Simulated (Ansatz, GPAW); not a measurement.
Given: the input of a run of Ansatz 0.2.0 on PbS (Galena). Atoms were shifted at random by some hundredths of an Å from the given cell, which wasn't relaxed again for these runs. 

File input.yaml:

```yaml
crystal:
  lattice:
    - [0.0, 2.96575, 2.96575]
    - [2.96575, 0.0, 2.96575]
    - [2.96575, 2.96575, 0.0]
  atoms:
    - { symbol: Pb, position: [-0.011512, 0.013861, -0.002276] }
    - { symbol: S, position: [0.493869, 0.505296, 0.497037] }
hamiltonian:
  xc: pbesol
  pseudopotentials: { kind: paw }
kpoints:
  mp_grid: { grid: [8, 8, 8] }
scf:
  occupations: { method: fermi_dirac, width: 0.05 }
output:
  forces: true
  stress: true
  eigenvalues: true
```

Potentials or basis: Ansatz PAW.

Run with:

```sh
$ ansatz run input.yaml --threads 1 --pin off --max-ram 3584MiB --backend cpu --events-out ev --progress --plain --runs-dir out
```

Question: Translate it to GPAW 26.7.0 (ASE script). Potentials or basis there: PAW data sets generated for this functional, cutoff 600 eV.

Answer: As run (cutoffs and basis follow the program's own potentials, and thresholds, step limits or extra output files can differ):

File run.py:

```python
from ase import Atoms
from ase.dft.bandgap import bandgap
from ase.io import write
from ase.units import GPa
from gpaw import GPAW, PW, setup_paths

setup_paths.insert(0, '.')

atoms = Atoms(['Pb', 'S'],
              cell=[[0.0, 2.96575, 2.96575],
                    [2.96575, 0.0, 2.96575],
                    [2.96575, 2.96575, 0.0]],
              scaled_positions=[[-0.011512, 0.013861, -0.002276],
                                [0.493869, 0.505296, 0.497037]],
              pbc=True)

calc = GPAW(mode=PW(600),
            xc='PBEsol',
            kpts={'size': (8, 8, 8), 'gamma': True},
            occupations={'name': 'fermi-dirac', 'width': 0.05},
            nbands=19,
            convergence={'density': 1e-05, 'energy': 1e-05},
            maxiter=150,
            txt='gpaw.txt')
atoms.calc = calc
energy = atoms.get_potential_energy()
forces = atoms.get_forces()
stress = atoms.get_stress()
calc.write('gs.gpw')
write('result.traj', atoms)
print(f'Energy: {energy:.6f} eV')
print('Forces (eV/A):')
print(forces.round(4))
print('Stress (GPa):', (stress / GPa).round(3))
print('Fermi level:', round(calc.get_fermi_level(), 4), 'eV')
print(f'Gap: {bandgap(calc)[0]:.4f} eV, direct: {bandgap(calc, direct=True)[0]:.4f} eV')
```

Potentials or basis: PAW data sets generated in the run's folder for this functional, pw.

Launch:

```console
$ gpaw-setup -f PBEsol Pb S
$ OMP_NUM_THREADS=1 python run.py
```

Both were run:

|  | Ansatz | GPAW |
| --- | --- | --- |
| Pressure | -0.8 GPa | -1.1 GPa |
| Energy over the undisturbed cell | 0.1 meV/atom | 0.0 meV/atom |

Ansatz's pressure holds a Pulay term of +0.01 GPa for its cutoff of 420 eV, which the other run lacks.

Ansatz's potentials were made for PBE.

Where Ansatz's input types no cutoff or centring, it takes its own default and a Γ-centred mesh.

Pressure is positive in compression.
